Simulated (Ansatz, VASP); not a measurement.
## BAs: VASP beside Ansatz

Wanted: the spread between two codes on one cell, functional and k mesh.

Main program and level: Ansatz 0.2.0; plane waves, with VASP 6.6.1 beside it; band structure at PBE.

## Step 1: Set-up

The structure is cubic, space group F-43m (No. 216). Conventional cell: a = 4.777 Å, b = 4.777 Å, c = 4.777 Å, α = 90.00°, β = 90.00°, γ = 90.00°. Nearest to B lie 4 As at 2.07 Å. As has 4 B at 2.07 Å nearest. Farther neighbours are not listed.

## Step 2: VASP: band structure, PBE

Levels along a path test the potential and the projectors away from the mesh points.

Lines of VASP's logs that name or quote its potential files are left out, and so is its time.

INCAR

```
SYSTEM = BAs
PREC = Accurate
ENCUT = 340
EDIFF = 1E-08
NELM = 100
ISMEAR = 0
SIGMA = 0.01
LREAL = .FALSE.
ALGO = Normal
GGA = PE
NBANDS = 10
LORBIT = 11
LWAVE = .TRUE.
LCHARG = .FALSE.
KPAR = 8
```

POSCAR

```
BAs
1.0
    0.0000000000      2.3885000000      2.3885000000
    2.3885000000      0.0000000000      2.3885000000
    2.3885000000      2.3885000000      0.0000000000
B As
1 1
Direct
    0.0000000000      0.0000000000      0.0000000000
    0.2500000000      0.2500000000      0.2500000000
```

KPOINTS

```
Automatic mesh
0
Gamma
6 6 6
0 0 0
```

KPOINTS_OPT

```
Line mode
12
Line-mode
Reciprocal
  0.00000000   0.00000000   0.00000000 GAMMA
  0.50000000   0.00000000   0.50000000 X

  0.50000000   0.00000000   0.50000000 X
  0.50000000   0.25000000   0.75000000 W

  0.50000000   0.25000000   0.75000000 W
  0.37500000   0.37500000   0.75000000 K

  0.37500000   0.37500000   0.75000000 K
  0.00000000   0.00000000   0.00000000 GAMMA

  0.00000000   0.00000000   0.00000000 GAMMA
  0.50000000   0.50000000   0.50000000 L

  0.50000000   0.50000000   0.50000000 L
  0.62500000   0.25000000   0.62500000 U

  0.62500000   0.25000000   0.62500000 U
  0.50000000   0.25000000   0.75000000 W

  0.50000000   0.25000000   0.75000000 W
  0.50000000   0.50000000   0.50000000 L

  0.50000000   0.50000000   0.50000000 L
  0.37500000   0.37500000   0.75000000 K

  0.62500000   0.25000000   0.62500000 U
  0.50000000   0.00000000   0.50000000 X
```

The projector-augmented-wave data sets are B_GW and As_GW (PBE family, release 64).

The run is started by

```console
> mpirun -np 8 vasp_std
```

Numbers of over 12 decimals in the logs are rounded to 6 here.

The log of the run:

```text
[banner, memory and clock lines left out]
running    8 mpi-ranks, on    1 nodes
 distrk:  each k-point on    1 cores,    8 groups
 distr:  one band on    1 cores,    1 groups

 POSCAR found type information on POSCAR B As
 POSCAR found :  2 types and       2 ions
|                                                                             |
|           W    W    AA    RRRRR   N    N  II  N    N   GGGG   !!!           |
|           W    W   A  A   R    R  NN   N  II  NN   N  G    G  !!!           |
|           W    W  A    A  R    R  N N  N  II  N N  N  G       !!!           |
|           W WW W  AAAAAA  RRRRR   N  N N  II  N  N N  G  GGG   !            |
|           WW  WW  A    A  R   R   N   NN  II  N   NN  G    G                |
|           W    W  A    A  R    R  N    N  II  N    N   GGGG   !!!           |
|                                                                             |
|     For optimal performance we recommend to set                             |
|       NCORE = 2 up to number-of-cores-per-socket                            |
|     NCORE specifies how many cores store one orbital (NPAR=cpu/NCORE).      |
|     This setting can greatly improve the performance of VASP for DFT.       |
|     The default, NCORE=1 might be grossly inefficient on modern             |
|     multi-core architectures or massively parallel machines. Do your        |
|     Unfortunately you need to use the default for GW and RPA                |
|     calculations (for HF NCORE is supported but not extensively tested      |
|     yet).                                                                   |
|                                                                             |

 LDA part: xc-table for (Slater+PW92), standard interpolation
 POSCAR, INCAR and KPOINTS ok, starting setup
 FFT: planning ... GRIDC
 FFT: planning ... GRID_SOFT
 FFT: planning ... GRID
 WAVECAR not read
 entering main loop
       N       E                     dE             d eps       ncg     rms          rms(c)
DAV:   1     0.878002236247E+01    0.87800E+01   -0.32977E+03   320   0.572E+02
DAV:   2    -0.114143956372E+02   -0.20194E+02   -0.19612E+02   462   0.102E+02
DAV:   3    -0.120434551668E+02   -0.62906E+00   -0.62676E+00   408   0.166E+01
DAV:   4    -0.120498205351E+02   -0.63654E-02   -0.63644E-02   414   0.188E+00
DAV:   5    -0.120499602089E+02   -0.13967E-03   -0.13967E-03   406   0.205E-01    0.403E+00
DAV:   6    -0.114470193226E+02    0.60294E+00   -0.17906E+00   478   0.692E+00    0.169E+00
DAV:   7    -0.113880870363E+02    0.58932E-01   -0.17458E-01   428   0.229E+00    0.739E-01
DAV:   8    -0.113807874708E+02    0.72996E-02   -0.20097E-02   370   0.907E-01    0.772E-02
DAV:   9    -0.113811680947E+02   -0.38062E-03   -0.61031E-04   398   0.165E-01    0.418E-02
DAV:  10    -0.113813022581E+02   -0.13416E-03   -0.20145E-04   366   0.990E-02    0.859E-03
DAV:  11    -0.113813014215E+02    0.83663E-06   -0.71403E-06   384   0.156E-02    0.423E-03
DAV:  12    -0.113813019783E+02   -0.55681E-06   -0.20506E-06   360   0.993E-03    0.605E-04
DAV:  13    -0.113813019644E+02    0.13900E-07   -0.58929E-08   404   0.168E-03    0.299E-04
DAV:  14    -0.113813020954E+02   -0.13099E-06   -0.11683E-08   270   0.579E-04    0.739E-05
DAV:  15    -0.113813020804E+02    0.15035E-07   -0.14463E-09   210   0.255E-04    0.331E-05
DAV:  16    -0.113813020648E+02    0.15602E-07   -0.20731E-10   214   0.116E-04    0.592E-06
DAV:  17    -0.113813020622E+02    0.25403E-08   -0.23544E-11   214   0.409E-05
   1 F= -.11381302E+02 E0= -.11381302E+02  d E =-.658266E-57
 Start KPOINTS_OPT (optional k-point list driver)
k-point batch [1-16\120]
       N       E                     dE             ncg
DAV:   1     0.359103094631E+03   -0.25194E+04      320
DAV:   2     0.290383484922E+02   -0.33006E+03      538
DAV:   3     0.223248421509E+02   -0.67135E+01      386
DAV:   4     0.222824092000E+02   -0.42433E-01      428
DAV:   5     0.222819422655E+02   -0.46693E-03      420
DAV:   6     0.222819299058E+02   -0.12360E-04      458
DAV:   7     0.222819298376E+02   -0.68270E-07      412
DAV:   8     0.222819298350E+02   -0.25655E-08      420
[...]
k-point batch [113-120\120]
       N       E                     dE             ncg
DAV:   1     0.227450327541E+04   -0.22076E+04      160
DAV:   2     0.213885498308E+04   -0.13565E+03      296
DAV:   3     0.213686909217E+04   -0.19859E+01      190
DAV:   4     0.213686065757E+04   -0.84346E-02      268
DAV:   5     0.213686064954E+04   -0.80272E-05      188
DAV:   6     0.213686064945E+04   -0.88427E-07      292
DAV:   7     0.213686064945E+04   -0.61846E-10      198
 writing wavefunctions
```

From OUTCAR (step 2):

```text
ion  position               nearest neighbor table
   1  0.000  0.000  0.000-   2 2.07   2 2.07   2 2.07   2 2.07
   2  0.250  0.250  0.250-   1 2.07   1 2.07   1 2.07   1 2.07

  LATTYP: Found a face centered cubic cell.
 ALAT       =     4.7770000000

 Subroutine GETGRP returns: Found 24 space group operations
 (whereof 24 operations were pure point group operations)

The static configuration has the point symmetry T_d .

 Found     16 irreducible k-points:

   k-points           NKPTS =     16   k-points in BZ     NKDIM =     16   number of bands    NBANDS=     10

   dimension x,y,z NGX =    20 NGY =   20 NGZ =   20
   dimension x,y,z NGXF=    40 NGYF=   40 NGZF=   40

   ENCUT  =  340.0 eV  24.99 Ry    5.00 a.u.   5.08  5.08  5.08*2*pi/ulx,y,z

   NELECT =       8.0000    total number of electrons

 k-points in reciprocal lattice and weights: Automatic mesh
   0.00000000  0.00000000  0.00000000       0.005
   0.16666667  0.00000000  0.00000000       0.037
   0.33333333  0.00000000  0.00000000       0.037
   0.50000000  0.00000000  0.00000000       0.019
   0.16666667  0.16666667  0.00000000       0.028
   0.33333333  0.16666667  0.00000000       0.111
   0.50000000  0.16666667  0.00000000       0.111
  -0.33333333  0.16666667  0.00000000       0.111
  -0.16666667  0.16666667  0.00000000       0.056
[...]
-0.33333333  0.33333333  0.16666667       0.111
  -0.33333333  0.50000000  0.16666667       0.056

 average (electrostatic) potential at core
       1 -26.7438       2 -48.7402

 E-fermi :   6.2848

 k-point     1 :       0.0000    0.0000    0.0000
  band No.  band energies     occupation
      1      -9.2365      2.00000
      2       6.1743      2.00000
      3       6.1743      2.00000
      4       6.1743      2.00000
      5       9.4405      0.00000
      6       9.4405      0.00000
      7       9.4405      0.00000
      8      10.8291      0.00000
      9      15.7380      0.00000
    ...

 k-point     2 :       0.1667    0.0000    0.0000
  band No.  band energies     occupation
      1      -8.7832      2.00000
      2       3.2123      2.00000
      3       5.4914      2.00000
      4       5.4914      2.00000
      5       9.4592      0.00000
      6      10.3277      0.00000
      7      10.3277      0.00000
      8      12.8060      0.00000
      9      17.1582      0.00000
    ...

 k-point     3 :       0.3333    0.0000    0.0000
  band No.  band energies     occupation
      1      -7.5163      2.00000
      2      -0.5728      2.00000
      3       4.6567      2.00000
      4       4.6567      2.00000
      5       9.0191      0.00000
      6      10.9931      0.00000
      7      10.9931      0.00000
      8      14.8480      0.00000
      9      17.6522      0.00000
    ...

  Total        0.4972311      0.4972311      0.4972311      0.0000000      0.0000000     -0.0000000
  in kB       29.2323107     29.2323107     29.2323107      0.0000000      0.0000000     -0.0000000
  external PRESSURE =      29.2323107 kB  Pullay stress =       0.0000000 kB

  energy-cutoff  :      340.00
  volume of cell :       27.25
      direct lattice vectors                 reciprocal lattice vectors
     0.000000000  2.388500000  2.388500000    -0.209336404  0.209336404  0.209336404
     2.388500000  0.000000000  2.388500000     0.209336404 -0.209336404  0.209336404
     2.388500000  2.388500000  0.000000000     0.209336404  0.209336404 -0.209336404

 POSITION                                       TOTAL-FORCE (eV/Angst)
 -----------------------------------------------------------------------------------
      0.00000      0.00000      0.00000         0.000000      0.000000      0.000000
      1.19425      1.19425      1.19425        -0.000000     -0.000000     -0.000000
 -----------------------------------------------------------------------------------
    total drift:                                0.000001      0.000001      0.000000

  FREE ENERGIE OF THE ION-ELECTRON SYSTEM (eV)
  ---------------------------------------------------
  free  energy   TOTEN  =       -11.3813020622 eV

  energy  without entropy=      -11.3813020622  energy(sigma->0) =      -11.38130206

 total charge
# of ion       s       p       d       tot
------------------------------------------
    1        0.635   1.125   0.000   1.760
    2        1.150   1.627   0.088   2.865
--------------------------------------------------
tot          1.785   2.752   0.088   4.625

[... 3 further parts left out ...]
```

The run ends at a pressure of 2.92 GPa.

## Step 3: Ansatz: band structure, PBE

Ansatz runs on its default PAW (the set named soft_2) files.

The same cell, functional, mesh and smearing now go to Ansatz, which takes its cutoff from its data sets.

input.yaml

```yaml
crystal:
  lattice:
    - [0.0, 2.3885, 2.3885]
    - [2.3885, 0.0, 2.3885]
    - [2.3885, 2.3885, 0.0]
  atoms:
    - { symbol: B, position: [0.0, 0.0, 0.0] }
    - { symbol: As, position: [0.25, 0.25, 0.25] }
hamiltonian:
  xc: pbe
  pseudopotentials: { kind: paw }
kpoints:
  mp_grid: { grid: [6, 6, 6] }
  band_path:
    path:
      - [0.0, 0.0, 0.0]
      - [0.18182, 0.0, 0.18182]
      - [0.36364, 0.0, 0.36364]
      - [0.40909, 0.0, 0.40909]
      - [0.5, 0.0, 0.5]
      - [0.5, 0.09091, 0.59091]
      - [0.5, 0.18182, 0.68182]
      - [0.5, 0.25, 0.75]
      - [0.45455, 0.29545, 0.75]
      - [0.40909, 0.34091, 0.75]
      - [0.375, 0.375, 0.75]
      - [0.20455, 0.20455, 0.40909]
      - [0.06818, 0.06818, 0.13636]
      - [0.04545, 0.04545, 0.04545]
      - [0.22727, 0.22727, 0.22727]
      - [0.40909, 0.40909, 0.40909]
      - [0.51136, 0.47727, 0.51136]
      - [0.55682, 0.38636, 0.55682]
      - [0.60227, 0.29545, 0.60227]
      - [0.61364, 0.25, 0.63636]
      - [0.56818, 0.25, 0.68182]
      - [0.51136, 0.25, 0.73864]
      - [0.5, 0.29545, 0.70455]
      - [0.5, 0.38636, 0.61364]
      - [0.5, 0.47727, 0.52273]
      - [0.47727, 0.47727, 0.54545]
      - [0.43182, 0.43182, 0.63636]
      - [0.38636, 0.38636, 0.72727]
      - [0.60227, 0.20455, 0.60227]
      - [0.55682, 0.11364, 0.55682]
      - [0.5, 0.0, 0.5]
    npoints: 1
scf:
  occupations: { method: gaussian, width: 0.01 }
  n_extra_bands: 7
output:
  forces: true
  stress: true
  eigenvalues: true
  write_density: true
  write_potential: true
  elf: true
  volumetric_format: npy
```

The run is started by

```console
> ansatz run input.yaml --threads 2 --pin off --max-ram 4608MiB --backend cpu --events-out ev --progress --plain --runs-dir out
```

The log of the run:

```text
scf.n_extra_bands = 7 over 9 filled bands (N_el = 18.0): the run solves 16 bands
Engine: ansatz 0.2.0, x86_64-unknown-linux-gnu
Pseudopotentials: kind: paw
Pseudopotential: B, paw, valence charge 3, recommended cutoff 420 eV (normal), B.paw.azcp
Pseudopotential: As, paw, valence charge 15, recommended cutoff 420 eV (normal), As.paw.azcp
Functional definition: PBE
  parameter kappa = 0.804
  parameter beta = 0.066725
  exchange = pbe_x(kappa = kappa, mu = beta*pi^2/3)
  correlation = pbe_c(beta = beta)
Crystal: 2 atoms, lattice volume = 27.252 Å³
Basis set: ecut = 420 eV, 531 PW (Γ), exchange–correlation on 48×48×48 points (8 copies of the dense FFT grid, shifted against one another)
Bands: 16, of which v1, the nominal top of the filled ones, is band 9 counted from 1 (8 counted from 0)
Symmetry: 24 space group operations
Space group: F-43m (ITA 216), of the structure as read, at distance tolerance 3.0e-5 Å
k-points: 16 of 216 (time reversal used)
Non-local potential: B, projectors of the file, l = 0: 2, l = 1: 2, l = 2: 1
Non-local potential: As, projectors of the file, l = 0: 2, l = 1: 2, l = 2: 3, l = 3: 1
PAW form: soft (Blöchl's): semilocal exchange-correlation on the pseudo side does not see the compensation charge
PAW one-centre angular grid: B, 110 points (default); XC on 64 Gauss nodes
PAW one-centre angular grid: As, 590 points (default); XC on 64 Gauss nodes
Initial density: superposition of atomic densities (neutral atoms: chi_scale 0, normalization atom), corrected by the library's trained network
Initial wavefunctions: pseudopotential atomic-orbital guess
Functional: x = pbe(κ = 0.804, μ = 0.219515), c = pbe(β = 0.066725)
SCF iter   1: F=—  HF=-5012.081501 eV  |F-HF|=—  |Δ(HF+E_count)|=         —  Δρ=8.64e-4  dr2=1.49e-4  ethr=1.77e-3  ⟨swp⟩=5.9  Hψ=1400  notcnv=0
preconditioner: auto → none  [insulator: Δε(μ)=1.284 eV  Ē_g=15.649 eV  σ=0.010 eV  W_gap=1.00  n_scr=8 (ndim 8)  ℏωp=20.1 eV  f_vac=0.001  D(μ)=0.00/eV (n_scr^D=0)  ε∞_Penn≈2.7]
SCF iter   2: F=—  HF=-5012.081549 eV  |F-HF|=—  |Δ(HF+E_count)|=   4.73e-5  Δρ=5.40e-4  dr2=6.22e-5  ethr=8.26e-7  ⟨swp⟩=2.6  Hψ=599  notcnv=0  defer=40
SCF iter   3: F=—  HF=-5012.081565 eV  |F-HF|=—  |Δ(HF+E_count)|=   1.66e-5  Δρ=2.65e-4  dr2=9.13e-6  ethr=3.46e-7  ⟨swp⟩=2.3  Hψ=359  notcnv=0  defer=40
SCF iter   4: F=—  HF=-5012.081585 eV  |F-HF|=—  |Δ(HF+E_count)|=   1.95e-5  Δρ=7.19e-5  dr2=1.35e-6  ethr=5.07e-8  ⟨swp⟩=2.7  Hψ=363  notcnv=0  defer=40
SCF iter   5: F=—  HF=-5012.081585 eV  |F-HF|=—  |Δ(HF+E_count)|=   7.48e-7  Δρ=2.77e-5  dr2=2.54e-7  ethr=7.51e-9  ⟨swp⟩=2.0  Hψ=355  notcnv=0  defer=40
SCF iter   6: F=-5012.081585 eV  HF=-5012.081585 eV  |F-HF|=5.86e-9  |Δ(HF+E_count)|=   3.88e-8  Δρ=7.49e-6  dr2=1.21e-8  ethr=5.56e-10  ⟨swp⟩=10.1  Hψ=1498  notcnv=0
SCF 1 converged in 6 iterations: F = -5012.081585 eV  dr2 = 1.21e-8
  greatest PAW one-centre occupation: 0.999 electrons in one spin orbital (limit 2), on the As atom at site 1 (counted from 0), in its partial waves of l = 2
NSCF: frozen V_eff on 31 k-points
SCF converged after 6 iterations
Free energy (F): -5012.081585 eV
Harris-Foulkes:  -5012.081585 eV  (|F-HF|=5.86e-9)
Internal energy: -5012.081585 eV  (E = F + TS)
E sigma→0 (E₀):  -5012.081585 eV
Fermi energy:    11.772100 eV
--- Per-component energies (eV) ---
  E_band       = -210.162452
  E_kinetic    = 152.187346
  E_local      = -1694.075180  (includes V_loc(G=0)·N_el)
  E_nonlocal   = -657.823523
  E_hartree    = 940.157117
  E_xc         = -111.435063
  E_vxc        = -117.669120  (∫ρ·V_xc dr)
  E_paw        = -1915.317293  (= ΣΔE_a)
  E_vpaw       = 226.907223  (= ΣTr[D̂ρ^β])
  E_aug_tail   = 0.000007  (compensation charges beyond the density's cutoff)
  E_ewald      = -1725.774997
  E_smearing   = -0.000000  (= −TS)
  E_closure    = -0.000000  (closes the sum)
  Σ components = -5012.081585   (vs F -5012.081585, Δ=0.00e0)
--- Forces (eV/Å), atoms counted from 1 ---
  atom   1  B      0.00000000    -0.00000000    -0.00000000
  atom   2  As     0.00000000    -0.00000000     0.00000000
  max |Σ_I F_I| component: 5.19e-16 eV/Å
--- Stress (GPa, compression-positive) ---
        2.808265       0.000000      -0.000000
        0.000000       2.808265       0.000000
       -0.000000       0.000000       2.808265
  P = ⅓ Tr σ = 2.8083 GPa (28.083 kbar)
--- Band table (eV; the first three rows and the last of 16) ---
  k-point 0: bands = [... 5 lower, -4.2734, 11.1319, 11.1319, 11.1319, 14.4102, 14.4102, 14.4102, 15.8058, ... 3 higher]
  k-point 1: bands = [... 5 lower, -3.8204, 8.1749, 10.4508, 10.4508, 14.4318, 15.2984, 15.2984, 17.7796, ... 3 higher]
  k-point 2: bands = [... 5 lower, -2.5542, 4.3959, 9.6171, 9.6171, 13.9926, 15.9691, 15.9691, 19.8275, ... 3 higher]
  k-point 15: bands = [... 5 lower, 0.0262, 2.9360, 5.9840, 6.1810, 14.9163, 15.1259, 19.8006, 20.0341, ... 3 higher]
```

The job ended after 2.3 s (2 threads of AMD EPYC 7R43, shared host; peak memory 0.33 GiB; 3 s of CPU time).

In the SCF lines HF is the Harris–Foulkes energy and dr2 the Hartree energy of the density residual, in eV; the loop may stop once dr2 is under the threshold and the program's other checks hold. Hψ counts applications of the Hamiltonian.

## Step 4: Comparison

Known differences besides the potentials themselves: the data sets hold 18 valence electrons in Ansatz (default PAW (the set named soft_2) files) and 8 in VASP; the cutoff is 420 eV in Ansatz and 340 eV in VASP; VASP leaves aspherical gradient terms in its spheres out (LASPH is not set), Ansatz keeps them. Total energies have different zeros and are not compared.

Compared:

| quantity | Ansatz | VASP | difference |
| --- | --- | --- | --- |
| gap over the path points (eV) | 1.184 | 1.168 | +0.016 |

Levels at points of the path, from each program's valence-band top (eV; 3 filled, then empty):

| k (reciprocal lattice) | Ansatz | VASP |
| --- | --- | --- |
| 0.000 0.000 0.000 | 0.00 0.00 0.00 3.28 3.28 3.28 | 0.00 0.00 0.00 3.27 3.27 3.27 |
| 0.182 0.000 0.182 | -2.61 -1.90 -1.90 2.13 5.53 5.96 | -2.61 -1.91 -1.91 2.12 5.51 5.94 |
| 0.364 0.000 0.364 | -6.59 -3.66 -3.66 1.21 2.71 9.76 | -6.60 -3.67 -3.67 1.20 2.69 9.73 |
| 0.409 0.000 0.409 | -7.49 -3.89 -3.89 1.18 2.16 10.57 | -7.50 -3.90 -3.90 1.17 2.14 10.53 |
| 0.500 0.000 0.500 | -8.52 -4.08 -4.08 1.44 1.45 11.39 | -8.54 -4.08 -4.08 1.42 1.43 11.35 |
| 0.500 0.091 0.591 | -8.41 -4.52 -4.46 2.26 2.32 10.45 | -8.42 -4.53 -4.47 2.24 2.31 10.41 |
| 0.500 0.182 0.682 | -8.15 -5.25 -5.03 4.13 4.38 8.28 | -8.17 -5.26 -5.04 4.11 4.37 8.25 |
| 0.500 0.250 0.750 | -8.05 -5.48 -5.19 5.26 5.94 6.81 | -8.07 -5.50 -5.20 5.24 5.92 6.79 |
| 0.455 0.295 0.750 | -8.07 -5.71 -4.63 4.01 5.69 7.60 | -8.09 -5.72 -4.64 3.99 5.67 7.58 |
| 0.409 0.341 0.750 | -8.12 -5.90 -3.77 2.49 5.58 8.73 | -8.14 -5.91 -3.78 2.47 5.56 8.69 |

Among the levels compared at these points, filled levels agree within 18 meV and empty ones within 41 meV. Not compared: the pressure (VASP's GW data sets at this cutoff don't carry it).

## Step 5: What came out

```json
{
 "difference in gap over the path points (band structure, PBE)": "0.016 eV"
}
```

In words: The difference in gap over the path points is 0.016 eV (band structure, PBE), within the 0.08 eV picked in this series as the mark of a large difference. Such differences can come from data sets, numerical settings and the points named under the comparisons, not from the functional's error against experiment.

[Lines on the potential files, build, host, timing and source positions are cut from VASP's logs without a mark.]

[Logs are printed without paths, hosts, clocks, repeated set-up lines and the standing remarks that a program may print on its own settings, such as how far it seeks lower states.]

[Hosts, paths, dates, database ids (printed as entryN), source tags and the programs' standing remarks are cut or masked in the printed files.]
